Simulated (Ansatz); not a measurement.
TaN:

```
Ta N
1.0
     2.93800    0.00000    0.00000
    -1.46900    2.54438    0.00000
     0.00000    0.00000    2.88300
Ta N
1 1
Cartesian
  0.0000 0.0000 1.4415
  1.4690 0.8481 0.0000
```

Base run:

| Quantity | Value |
| --- | --- |
| Program | Ansatz 0.2.0 |
| Functional | PBEsol |
| Potentials or basis | all-electron LAPW, scalar-relativistic |
| Cutoff | 350 eV |
| Density cutoff | 1399 eV |
| Basis error allowed | 0.001 eV/atom |
| k mesh | 10 × 10 × 9 |
| Occupations | fermi-dirac, width 0.05 eV |
| Spin | no spin polarisation |

Its results: band gap on the k mesh none (metal or under the smearing width); pressure -4.8 GPa.

Task: The run is repeated on the same cell with these changes: hubbard terms from none to Ta d U = 2 eV. What comes out?

Result: Band gap on the k mesh none (metal or under the smearing width); pressure -3.1 GPa.

Caveats: U is the effective U less J, on atomic orbitals that reach past the spheres (some runs); U without spin polarisation on a metal has little footing (some runs).

Not every run made on this cell is shown here.
